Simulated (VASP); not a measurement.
Wanted: the native input for a VASP 6.6.1 run.

```yaml
Task: relaxation of cell and atoms
Functional: vdW-DF-cx
Potentials_or_basis: VASP PAW PBE potentials, release 64 (Te)
Cutoff: 600 eV
k_mesh: 9 × 9 × 9
Occupations: fermi-dirac, width 0.05 eV
Spin: no spin polarisation
Further_INCAR_settings: ALGO = Normal; EDIFF = 1e-06; IBRION = 2; EDIFFG = -0.005; NSW = 60; ISIF = 3
```

The structure of Te lies in POSCAR:

```
Te
1.0
    2.3059043427      1.3313144930      1.6909537039
   -2.3059043427      1.3313144930      1.6909537039
    0.0000000000     -2.6626289860      1.6909537039
Te
1
Direct
    0.5000000000      0.5000000000      0.5000000000
```

This isn't the form of Te at room conditions, which is trigonal, of chains.

One way to write it, as run:

INCAR

```
SYSTEM = Te
PREC = Accurate ; ENCUT = 600
EDIFF = 1E-6 ; ISMEAR = -1
SIGMA = 0.05 ; LREAL = .False.
LASPH = .True. ; NELM = 60
ALGO = Normal ; ISIF = 3
LWAVE = .False. ; LCHARG = .False.
GGA = CX ; LUSE_VDW = .True.
AGGAC = 0.0 ; IBRION = 2
NSW = 60 ; EDIFFG = -0.005
```

KPOINTS

```
regular mesh
0
Gamma
  9 9 9
  0 0 0
```

Potentials or basis: VASP PAW PBE potentials, release 64 (Te).

The run is started by

```sh
$ cat potpaw_PBE.64/Te/POTCAR > POTCAR
$ mpirun -np 1 vasp_std > vasp.out
```

It gave:

| Property | Result |
| --- | --- |
| Relaxed volume | 31.54 Å³/atom |
| Relaxed cell | a = 3.167 Å, b = 3.167 Å, c = 3.167 Å, α = 93.99°, β = 93.99°, γ = 93.99° |
| Space group after relaxing (to 0.05 Å) | R-3m (No. 166) |
| Energy gained by relaxing | 0.9 meV/atom |
| Ionic steps | 3 |
| Pressure after relaxing | 0.0 GPa |
| Band gap on the k mesh | none (metal or under the smearing width) |

Caveat: the PAW data sets were made with another functional, which shifts forces and pressure a little.

It took 43 s on 1 thread of Intel(R) Xeon(R) 6975P-C (Granite Rapids) (shared host), peak memory 0.34 GiB.
